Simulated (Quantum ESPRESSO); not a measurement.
**TiNi: single point with PBEsol**

The system is TiNi.

```xyz
2
Lattice="2.7358 0.0000 0.0000 0.0000 2.7358 0.0000 0.0000 0.0000 3.5814" Properties=species:S:1:pos:R:3 pbc="T T T"
Ni    0.0000    0.0000    0.0000
Ti    1.3679    1.3679    1.7907
```

The cell comes from a database or a generator and needn't be the stable form of this composition.

* Program: Quantum ESPRESSO 7.5
* Task: single point
* Functional: PBEsol
* Potentials or basis: GBRV 1.5 PBEsol
* Cutoff: 612 eV
* Density cutoff: 4898 eV
* k mesh: 8 × 8 × 7
* Occupations: fermi-dirac, width 0.05 eV
* Spin: no spin polarisation

```
Pressure               : -6.3 GPa
Band gap on the k mesh : none (metal or under the smearing width)
```

Stress tensor (GPa, compression positive):
```
-4.99  0.00  0.00
 0.00 -4.99  0.00
 0.00  0.00 -8.95
```

Levels at points of the mesh, in eV from the Fermi level:
```tsv
k point	band 11	band 12	band 13	band 14	band 15	band 16	band 17	band 18	band 19	band 20
(0.00, 0.00, 0.00)	-3.37	-1.82	-1.82	-1.16	-0.28	0.67	2.95	2.95	3.39	3.83
(0.00, -0.50, 0.00)	-2.48	-2.40	-1.65	-1.44	-0.75	-0.39	0.43	1.57	2.66	5.24
(-0.50, -0.50, 0.00)	-3.25	-3.25	-0.68	0.11	2.17	2.17	2.18	2.18	2.41	4.34
```

Wall time 20 s on 2 MPI ranks on Arm Neoverse V2, on a shared host, peak memory 0.18 GiB a rank.

Spin polarisation is off, so any magnetic state and its effect on volume and gap are missing.
